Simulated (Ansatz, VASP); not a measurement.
## Cross-check of GaAs between VASP and Ansatz

Wanted: the spread between two codes on one cell, functional and k mesh. The cell is taken from a series of VASP runs on this material, whose earlier steps may have relaxed, scaled or displaced it; both programs get it as it stands.

Main program and level: Ansatz 0.2.0; plane waves, with VASP 6.6.1 beside it; band structure at PBE, single point at PBE and band structure at PBE, spin-orbit coupling.

## (1) Set-up

The structure is cubic, space group F-43m (No. 216). The conventional cell has a = 5.745 Å, b = 5.745 Å, c = 5.745 Å, α = 90.00°, β = 90.00°, γ = 90.00°. Ga has 4 As at 2.49 Å nearest. As has 4 Ga at 2.49 Å nearest. Farther neighbours are not listed.

## (2) VASP: band structure, PBE

Levels along a path test the potential and the projectors away from the mesh points.

Lines of VASP's logs that name or quote its potential files are left out, and so is its time.

The input, INCAR:

```
SYSTEM = GaAs
PREC = Accurate
ENCUT = 400
EDIFF = 1E-06
NELM = 100
ISMEAR = 0
SIGMA = 0.05
LREAL = .FALSE.
ALGO = Normal
GGA = PE
NBANDS = 21
LORBIT = 11
LWAVE = .FALSE.
LCHARG = .FALSE.
KPAR = 2
```

The input, POSCAR:

```
GaAs
1.0
    0.0000000000      2.8722583366      2.8722583366
    2.8722583366      0.0000000000      2.8722583366
    2.8722583366      2.8722583366      0.0000000000
Ga As
1 1
Direct
    0.0000000000      0.0000000000      0.0000000000
    0.2500000000      0.2500000000      0.2500000000
```

The input, KPOINTS:

```
Automatic mesh
0
Gamma
6 6 6
0 0 0
```

The input, KPOINTS_OPT:

```
Line mode
16
Line-mode
Reciprocal
  0.00000000   0.00000000   0.00000000 GAMMA
  0.50000000   0.00000000   0.50000000 X

  0.50000000   0.00000000   0.50000000 X
  0.50000000   0.25000000   0.75000000 W

  0.50000000   0.25000000   0.75000000 W
  0.37500000   0.37500000   0.75000000 K

  0.37500000   0.37500000   0.75000000 K
  0.00000000   0.00000000   0.00000000 GAMMA

  0.00000000   0.00000000   0.00000000 GAMMA
  0.50000000   0.50000000   0.50000000 L

  0.50000000   0.50000000   0.50000000 L
  0.62500000   0.25000000   0.62500000 U

  0.62500000   0.25000000   0.62500000 U
  0.50000000   0.25000000   0.75000000 W

  0.50000000   0.25000000   0.75000000 W
  0.50000000   0.50000000   0.50000000 L

  0.50000000   0.50000000   0.50000000 L
  0.37500000   0.37500000   0.75000000 K

  0.62500000   0.25000000   0.62500000 U
  0.50000000   0.00000000   0.50000000 X
```

Potentials, in the order of the species: Ga_d and As (PBE family, release 64).

Command:

```console
mpirun -np 2 vasp_std
```

Numbers of over 12 decimals in the logs are rounded to 6 here.

The log of the run:

```text
[banner, memory and clock lines left out]
running    2 mpi-ranks, on    1 nodes
 distrk:  each k-point on    1 cores,    2 groups
 distr:  one band on    1 cores,    1 groups

 POSCAR found type information on POSCAR GaAs
 POSCAR found :  2 types and       2 ions
 LDA part: xc-table for (Slater+PW92), standard interpolation
 POSCAR, INCAR and KPOINTS ok, starting setup
 FFT: planning ... GRIDC
 FFT: planning ... GRID_SOFT
 FFT: planning ... GRID
 WAVECAR not read
 entering main loop
       N       E                     dE             d eps       ncg     rms          rms(c)
DAV:   1     0.934392202603E+02    0.93439E+02   -0.72545E+03   729   0.103E+03
DAV:   2     0.514246981853E+00   -0.92925E+02   -0.85858E+02   715   0.270E+02
DAV:   3    -0.825178479871E+01   -0.87660E+01   -0.86979E+01   801   0.590E+01
DAV:   4    -0.840293670139E+01   -0.15115E+00   -0.15110E+00   772   0.821E+00
DAV:   5    -0.840469376873E+01   -0.17571E-02   -0.17570E-02   799   0.865E-01    0.277E+00
DAV:   6    -0.826240006138E+01    0.14229E+00   -0.15867E-01  1007   0.571E+00    0.166E+00
DAV:   7    -0.824527083349E+01    0.17129E-01   -0.50276E-02   799   0.128E+00    0.564E-01
DAV:   8    -0.824629356855E+01   -0.10227E-02   -0.89636E-03   752   0.822E-01    0.955E-02
DAV:   9    -0.824671467641E+01   -0.42111E-03   -0.85938E-04   780   0.292E-01    0.547E-02
DAV:  10    -0.824678590491E+01   -0.71228E-04   -0.57571E-05   796   0.532E-02    0.301E-02
DAV:  11    -0.824684379285E+01   -0.57888E-04   -0.69216E-05   722   0.469E-02    0.309E-03
DAV:  12    -0.824684414034E+01   -0.34748E-06   -0.11664E-06   782   0.911E-03
   1 F= -.82468441E+01 E0= -.82468269E+01  d E =-.344421E-04
 Start KPOINTS_OPT (optional k-point list driver)
k-point batch [1-16\160]
       N       E                     dE             ncg
DAV:   1    -0.235755549295E+03   -0.47912E+04      728
DAV:   2    -0.176750610032E+04   -0.15318E+04      730
DAV:   3    -0.191995756354E+04   -0.15245E+03      756
DAV:   4    -0.192264234563E+04   -0.26848E+01      825
DAV:   5    -0.192266871128E+04   -0.26366E-01      792
DAV:   6    -0.192266934071E+04   -0.62942E-03      859
DAV:   7    -0.192266935919E+04   -0.18487E-04      809
DAV:   8    -0.192266935973E+04   -0.53554E-06      619
[...]
k-point batch [145-160\160]
       N       E                     dE             ncg
DAV:   1    -0.322721794107E+03   -0.92540E+04      733
DAV:   2    -0.188779423920E+04   -0.15651E+04      731
DAV:   3    -0.204824678190E+04   -0.16045E+03      837
DAV:   4    -0.205139110345E+04   -0.31443E+01      792
DAV:   5    -0.205142213427E+04   -0.31031E-01      779
DAV:   6    -0.205142318129E+04   -0.10470E-02      978
DAV:   7    -0.205142319309E+04   -0.11805E-04      755
DAV:   8    -0.205142319353E+04   -0.44047E-06      685
```

From OUTCAR (step 2):

```text
ion  position               nearest neighbor table
   1  0.000  0.000  0.000-   2 2.49   2 2.49   2 2.49   2 2.49
   2  0.250  0.250  0.250-   1 2.49   1 2.49   1 2.49   1 2.49

  LATTYP: Found a face centered cubic cell.
 ALAT       =     5.7445166732

 Subroutine GETGRP returns: Found 24 space group operations
 (whereof 24 operations were pure point group operations)

The static configuration has the point symmetry T_d .

 Found     16 irreducible k-points:

   k-points           NKPTS =     16   k-points in BZ     NKDIM =     16   number of bands    NBANDS=     21

   dimension x,y,z NGX =    28 NGY =   28 NGZ =   28
   dimension x,y,z NGXF=    56 NGYF=   56 NGZF=   56

   ENCUT  =  400.0 eV  29.40 Ry    5.42 a.u.   6.62  6.62  6.62*2*pi/ulx,y,z

   NELECT =      18.0000    total number of electrons

 k-points in reciprocal lattice and weights: Automatic mesh
   0.00000000  0.00000000  0.00000000       0.005
   0.16666667  0.00000000  0.00000000       0.037
   0.33333333  0.00000000  0.00000000       0.037
   0.50000000  0.00000000  0.00000000       0.019
   0.16666667  0.16666667  0.00000000       0.028
   0.33333333  0.16666667  0.00000000       0.111
   0.50000000  0.16666667  0.00000000       0.111
  -0.33333333  0.16666667  0.00000000       0.111
  -0.16666667  0.16666667  0.00000000       0.056
[...]
-0.33333333  0.33333333  0.16666667       0.111
  -0.33333333  0.50000000  0.16666667       0.056

 average (electrostatic) potential at core
       1 -66.7739       2 -50.7099

 E-fermi :   3.5916

 k-point     1 :       0.0000    0.0000    0.0000
  band No.  band energies     occupation
    ...
      5     -11.1707      2.00000
      6      -8.8912      2.00000
      7       3.5042      1.98655
      8       3.5042      1.98655
      9       3.5042      1.98655
     10       3.6641      0.04035
     11       7.2084      0.00000
     12       7.2084      0.00000
     13       7.2084      0.00000
     14      10.9408      0.00000
    ...

 k-point     2 :       0.1667    0.0000    0.0000
  band No.  band energies     occupation
    ...
      5     -11.1708      2.00000
      6      -8.5931      2.00000
      7       0.7980      2.00000
      8       3.1497      2.00000
      9       3.1497      2.00000
     10       4.9357      0.00000
     11       7.7254      0.00000
     12       7.7254      0.00000
     13       8.0355      0.00000
     14      12.2703      0.00000
    ...

 k-point     3 :       0.3333    0.0000    0.0000
  band No.  band energies     occupation
    ...
      5     -11.1690      2.00000
      6      -7.8275      2.00000
      7      -1.7175      2.00000
      8       2.6349      2.00000
      9       2.6349      2.00000
     10       4.5745      0.00000
     11       8.1500      0.00000
     12       8.1500      0.00000
     13      10.5105      0.00000
     14      12.1501      0.00000
    ...

  Total       -0.0120322     -0.0120322     -0.0120322      0.0000000     -0.0000000      0.0000000
  in kB       -0.4067773     -0.4067773     -0.4067773      0.0000000     -0.0000000      0.0000000
  external PRESSURE =      -0.4067773 kB  Pullay stress =       0.0000000 kB

  energy-cutoff  :      400.00
  volume of cell :       47.39
      direct lattice vectors                 reciprocal lattice vectors
     0.000000000  2.872258337  2.872258337    -0.174079049  0.174079049  0.174079049
     2.872258337  0.000000000  2.872258337     0.174079049 -0.174079049  0.174079049
     2.872258337  2.872258337  0.000000000     0.174079049  0.174079049 -0.174079049

 POSITION                                       TOTAL-FORCE (eV/Angst)
 -----------------------------------------------------------------------------------
      0.00000      0.00000      0.00000        -0.000000     -0.000000      0.000000
      1.43613      1.43613      1.43613         0.000000      0.000000     -0.000000
 -----------------------------------------------------------------------------------
    total drift:                                0.000003      0.000003      0.000003

  FREE ENERGIE OF THE ION-ELECTRON SYSTEM (eV)
  ---------------------------------------------------
  free  energy   TOTEN  =        -8.2468441403 eV

  energy  without entropy=       -8.2468096982  energy(sigma->0) =       -8.24682692

 total charge
# of ion       s       p       d       tot
------------------------------------------
    1        0.879   0.758   9.986  11.623
    2        1.210   1.570   0.028   2.808
--------------------------------------------------
tot          2.089   2.328  10.014  14.431

[... 3 further parts left out ...]
```

Spin-orbit coupling is off here; it would split degenerate levels, and it lifts a valence top of As p states by about 0.1 eV.

## (3) Ansatz: band structure, PBE

Ansatz runs on its default PAW (the set named soft_2) files.

The same cell, functional, mesh and smearing now go to Ansatz, which takes its cutoff from its data sets.

The input, input.yaml:

```yaml
crystal:
  lattice:
    - [0.0, 2.8722583366, 2.8722583366]
    - [2.8722583366, 0.0, 2.8722583366]
    - [2.8722583366, 2.8722583366, 0.0]
  atoms:
    - { symbol: Ga, position: [0.0, 0.0, 0.0] }
    - { symbol: As, position: [0.25, 0.25, 0.25] }
hamiltonian:
  xc: pbe
  pseudopotentials: { kind: paw }
kpoints:
  mp_grid: { grid: [6, 6, 6] }
  band_path:
    path:
      - [0.0, 0.0, 0.0]
      - [0.16667, 0.0, 0.16667]
      - [0.33333, 0.0, 0.33333]
      - [0.5, 0.0, 0.5]
      - [0.5, 0.08333, 0.58333]
      - [0.5, 0.18333, 0.68333]
      - [0.5, 0.25, 0.75]
      - [0.45, 0.3, 0.75]
      - [0.40833, 0.34167, 0.75]
      - [0.35, 0.35, 0.7]
      - [0.225, 0.225, 0.45]
      - [0.075, 0.075, 0.15]
      - [0.03333, 0.03333, 0.03333]
      - [0.23333, 0.23333, 0.23333]
      - [0.4, 0.4, 0.4]
      - [0.51667, 0.46667, 0.51667]
      - [0.55833, 0.38333, 0.55833]
      - [0.60833, 0.28333, 0.60833]
      - [0.60833, 0.25, 0.64167]
      - [0.55833, 0.25, 0.69167]
      - [0.51667, 0.25, 0.73333]
      - [0.5, 0.3, 0.7]
      - [0.5, 0.38333, 0.61667]
      - [0.5, 0.48333, 0.51667]
      - [0.475, 0.475, 0.55]
      - [0.425, 0.425, 0.65]
      - [0.38333, 0.38333, 0.73333]
      - [0.59167, 0.18333, 0.59167]
      - [0.55, 0.1, 0.55]
      - [0.5, 0.0, 0.5]
    npoints: 1
scf:
  occupations: { method: gaussian, width: 0.05 }
  n_extra_bands: 7
output:
  forces: true
  stress: true
  eigenvalues: true
  write_density: true
  write_potential: true
  elf: true
  volumetric_format: npy
```

Command:

```console
ansatz run input.yaml --threads 2 --pin off --max-ram 4608MiB --backend cpu --events-out ev --progress --plain --runs-dir out
```

The log of the run:

```text
scf.n_extra_bands = 7 over 14 filled bands (N_el = 28.0): the run solves 21 bands
Engine: ansatz 0.2.0, aarch64-unknown-linux-gnu
Pseudopotentials: kind: paw
Pseudopotential: Ga, paw, valence charge 13, recommended cutoff 420 eV (normal), Ga.paw.azcp
Pseudopotential: As, paw, valence charge 15, recommended cutoff 420 eV (normal), As.paw.azcp
Functional definition: PBE
  parameter kappa = 0.804
  parameter beta = 0.066725
  exchange = pbe_x(kappa = kappa, mu = beta*pi^2/3)
  correlation = pbe_c(beta = beta)
Crystal: 2 atoms, lattice volume = 47.392 Å³
Basis set: ecut = 420 eV, 941 PW (Γ), exchange–correlation on 60×60×60 points (8 copies of the dense FFT grid, shifted against one another)
Bands: 21, of which v1, the nominal top of the filled ones, is band 14 counted from 1 (13 counted from 0)
Symmetry: 24 space group operations
Space group: F-43m (ITA 216), of the structure as read, at distance tolerance 3.6e-5 Å
k-points: 16 of 216 (time reversal used)
Non-local potential: Ga, projectors of the file, l = 0: 2, l = 1: 2, l = 2: 3, l = 3: 1
Non-local potential: As, projectors of the file, l = 0: 2, l = 1: 2, l = 2: 3, l = 3: 1
PAW form: soft (Blöchl's): semilocal exchange-correlation on the pseudo side does not see the compensation charge
PAW one-centre angular grid: Ga, 590 points (default); XC on 64 Gauss nodes
PAW one-centre angular grid: As, 590 points (default); XC on 64 Gauss nodes
Initial density: superposition of atomic densities (neutral atoms: chi_scale 0, normalization atom), corrected by the library's trained network
Initial wavefunctions: pseudopotential atomic-orbital guess
Functional: x = pbe(κ = 0.804, μ = 0.219515), c = pbe(β = 0.066725)
SCF iter   1: F=—  HF=-8639.836152 eV  |F-HF|=—  |Δ(HF+E_count)|=         —  Δρ=1.61e-3  dr2=1.83e-3  ethr=1.77e-3  ⟨swp⟩=5.8  Hψ=1631  notcnv=0
preconditioner: auto → none  [insulator: Δε(μ)=0.154 eV  Ē_g=17.732 eV  σ=0.050 eV  W_gap=0.97  n_scr=14 (ndim 8)  ℏωp=22.9 eV  f_vac=0.103  D(μ)=0.03/eV (n_scr^D=0)  ε∞_Penn≈2.7]
SCF iter   2: F=—  HF=-8639.835473 eV  |F-HF|=—  |Δ(HF+E_count)|=   6.79e-4  Δρ=8.32e-4  dr2=3.31e-4  ethr=6.55e-6  ⟨swp⟩=2.0  Hψ=613  notcnv=0  defer=19
SCF iter   3: F=—  HF=-8639.835347 eV  |F-HF|=—  |Δ(HF+E_count)|=   1.27e-4  Δρ=2.33e-4  dr2=3.73e-5  ethr=1.18e-6  ⟨swp⟩=2.0  Hψ=440  notcnv=0  defer=19
SCF iter   4: F=—  HF=-8639.835377 eV  |F-HF|=—  |Δ(HF+E_count)|=   3.01e-5  Δρ=9.94e-5  dr2=5.36e-6  ethr=1.33e-7  ⟨swp⟩=2.0  Hψ=360  notcnv=0  defer=19
SCF iter   5: F=—  HF=-8639.835383 eV  |F-HF|=—  |Δ(HF+E_count)|=   6.28e-6  Δρ=1.96e-5  dr2=2.46e-7  ethr=1.92e-8  ⟨swp⟩=2.0  Hψ=440  notcnv=0  defer=19
SCF iter   6: F=-8639.835383 eV  HF=-8639.835383 eV  |F-HF|=2.78e-8  |Δ(HF+E_count)|=   2.74e-7  Δρ=5.96e-6  dr2=1.47e-8  ethr=3.57e-10  ⟨swp⟩=10.9  Hψ=2379  notcnv=0
SCF 1 converged in 6 iterations: F = -8639.835383 eV  dr2 = 1.47e-8
  greatest PAW one-centre occupation: 0.999 electrons in one spin orbital (limit 2), on the As atom at site 1 (counted from 0), in its partial waves of l = 2
NSCF: frozen V_eff on 30 k-points
SCF converged after 6 iterations
Free energy (F): -8639.835383 eV
Harris-Foulkes:  -8639.835383 eV  (|F-HF|=2.78e-8)
Internal energy: -8639.835350 eV  (E = F + TS)
E sigma→0 (E₀):  -8639.835367 eV
Entropy (-TS):   -0.000034 eV (-0.017 meV/atom)
Fermi energy:    7.645156 eV
--- Per-component energies (eV) ---
  E_band       = -327.051593
  E_kinetic    = 218.260048
  E_local      = -3985.075609  (includes V_loc(G=0)·N_el)
  E_nonlocal   = -245.649040
  E_hartree    = 2001.098712
  E_xc         = -147.799192
  E_vxc        = -136.596298  (∫ρ·V_xc dr)
  E_paw        = -3824.607317  (= ΣΔE_a)
  E_vpaw       = -180.183492  (= ΣTr[D̂ρ^β])
  E_aug_tail   = -0.000109  (compensation charges beyond the density's cutoff)
  E_ewald      = -2656.062843
  E_smearing   = -0.000034  (= −TS)
  E_closure    = 0.000000  (closes the sum)
  Σ components = -8639.835383   (vs F -8639.835383, Δ=0.00e0)
--- Forces (eV/Å), atoms counted from 1 ---
  atom   1  Ga     0.00000000    -0.00000000     0.00000000
  atom   2  As    -0.00000000     0.00000000    -0.00000000
  max |Σ_I F_I| component: 1.85e-16 eV/Å
--- Stress (GPa, compression-positive) ---
       -0.017755      -0.000000      -0.000000
        0.000000      -0.017755       0.000000
       -0.000000       0.000000      -0.017755
  P = ⅓ Tr σ = -0.0178 GPa (-0.178 kbar)
--- Band table (eV; the first three rows and the last of 16) ---
  k-point 0: bands = [... 10 lower, -4.8377, 7.5574, 7.5574, 7.5574, 7.7181, 11.2758, 11.2758, 11.2758, ... 3 higher]
  k-point 1: bands = [... 10 lower, -4.5395, 4.8544, 7.2039, 7.2039, 8.9938, 11.7924, 11.7924, 12.0953, ... 3 higher]
  k-point 2: bands = [... 10 lower, -3.7747, 2.3419, 6.6899, 6.6899, 8.6350, 12.2173, 12.2173, 14.5665, ... 3 higher]
  k-point 15: bands = [... 10 lower, -2.5046, 1.0795, 4.4213, 4.5647, 10.8331, 10.9211, 14.4794, 14.7995, ... 3 higher]
```

Elapsed: 1.9 s, on 2 threads of Arm Neoverse V1, shared host; peak memory 0.31 GiB.

In the SCF lines HF is the Harris–Foulkes energy and dr2 the Hartree energy of the density residual, in eV; the loop may stop once dr2 is under the threshold and the program's other checks hold. Hψ counts applications of the Hamiltonian.

## (4) Comparison

Known differences besides the potentials themselves: the data sets hold 28 valence electrons in Ansatz (default PAW (the set named soft_2) files) and 18 in VASP; the cutoff is 420 eV in Ansatz and 400 eV in VASP; VASP leaves aspherical gradient terms in its spheres out (LASPH is not set), Ansatz keeps them. Total energies have different zeros and are not compared.

Compared:

| quantity | Ansatz | VASP | difference |
| --- | --- | --- | --- |
| pressure (GPa) | -0.02 | -0.04 | +0.02 |
| gap over the path points (eV) | 0.161 | 0.160 | +0.001 |

Levels at points of the path, from each program's valence-band top (eV; 3 filled, then empty):

| k (reciprocal lattice) | Ansatz | VASP |
| --- | --- | --- |
| 0.000 0.000 0.000 | 0.00 0.00 0.00 0.16 3.72 3.72 | 0.00 0.00 0.00 0.16 3.70 3.70 |
| 0.167 0.000 0.167 | -2.75 -0.94 -0.94 2.41 2.97 5.17 | -2.75 -0.94 -0.94 2.41 2.97 5.16 |
| 0.333 0.000 0.333 | -5.25 -2.08 -2.08 1.63 2.62 7.79 | -5.26 -2.09 -2.09 1.61 2.61 7.78 |
| 0.500 0.000 0.500 | -6.60 -2.51 -2.51 1.55 1.68 9.79 | -6.61 -2.52 -2.52 1.54 1.67 9.78 |
| 0.500 0.083 0.583 | -6.56 -2.74 -2.69 2.04 2.18 8.82 | -6.57 -2.75 -2.70 2.03 2.17 8.81 |
| 0.500 0.183 0.683 | -6.46 -3.20 -3.04 3.58 3.63 6.53 | -6.47 -3.20 -3.04 3.57 3.63 6.52 |
| 0.500 0.250 0.750 | -6.43 -3.31 -3.12 4.40 4.70 5.26 | -6.44 -3.32 -3.13 4.39 4.69 5.25 |
| 0.450 0.300 0.750 | -6.42 -3.48 -2.75 3.26 4.60 6.17 | -6.44 -3.48 -2.75 3.25 4.59 6.16 |
| 0.408 0.342 0.750 | -6.43 -3.59 -2.28 2.28 4.55 7.18 | -6.44 -3.59 -2.29 2.27 4.54 7.17 |
| 0.350 0.350 0.700 | -6.34 -3.71 -1.95 2.13 5.30 7.34 | -6.35 -3.72 -1.96 2.12 5.30 7.32 |

Among the levels compared at these points, filled levels agree within 11 meV and empty ones within 16 meV. Ansatz's pressure holds a Pulay correction of 0.03 GPa; VASP's holds none.

## (5) Further runs

Further runs change the set-up of one program: Ansatz's method, potentials or start, or VASP's data sets, cutoff or form of LDA. The table gives Ansatz less VASP for each quantity, since a change that brings one quantity closer may part another.

| run | pressure (GPa) | gap over the path points (eV) |
| --- | --- | --- |
| as above | 0.023 | 8.0e-4 |
| Ansatz's all-electron LAPW method | 0.025 | 0.0053 |

## (6) Ansatz: single point, PBE

With cell and atoms fixed, the geometry can't cause a difference; cores, projectors, grids and the points listed under the comparison can.

The cell is taken from a series of VASP runs on this material, whose earlier steps may have relaxed, scaled or displaced it; both programs get it as it stands.

input.yaml, the sections that differ from step 3:

```yaml
kpoints:
  mp_grid: { grid: [9, 9, 9] }
scf:
  occupations: { method: gaussian, width: 0.05 }
  n_extra_bands: 4
output:
  forces: true
  stress: true
  eigenvalues: true
# crystal, hamiltonian: as in step 3
```

The log of the run:

```text
[...]
Crystal: 2 atoms, lattice volume = 47.392 Å³
Basis set: ecut = 420 eV, 941 PW (Γ), exchange–correlation on 60×60×60 points (8 copies of the dense FFT grid, shifted against one another)
Bands: 18, of which v1, the nominal top of the filled ones, is band 14 counted from 1 (13 counted from 0)
Symmetry: 24 space group operations
[...]
k-points: 35 of 729 (time reversal used)
[...]
--- Band table (eV; the first three rows and the last of 35) ---
  k-point 0: bands = [... 10 lower, -4.8460, 7.5488, 7.5488, 7.5488, 7.7123, 11.2739, 11.2739, 11.2739]
  k-point 1: bands = [... 10 lower, -4.7112, 5.7939, 7.3715, 7.3715, 8.8531, 11.5404, 11.5404, 11.5518]
  k-point 2: bands = [... 10 lower, -4.3291, 3.9356, 7.0077, 7.0077, 8.9156, 12.0173, 12.0173, 12.8521]
  k-point 34: bands = [... 10 lower, -2.5748, 1.1845, 4.1306, 4.7234, 11.6288, 11.9603, 12.7823, 14.4245]
[key lines of the parts left out:]
SCF converged after 6 iterations
Free energy (F): -8639.858306 eV
Fermi energy:    7.637869 eV
P = ⅓ Tr σ = 0.0119 GPa (0.119 kbar)
```

It took 1.6 s on 2 threads; peak memory 0.33 GiB; 2.9 s of CPU time.

The run ends at a pressure of 0.01 GPa.

(Continued in part 2 of 2.)

[Lines on the potential files, build, host, timing and source positions are cut from VASP's logs without a mark.]

[Logs are printed without paths, hosts, clocks, repeated set-up lines and the standing remarks that a program may print on its own settings, such as how far it seeks lower states.]

[Hosts, paths, dates, database ids (printed as entryN), source tags and the programs' standing remarks are cut or masked in the printed files.]
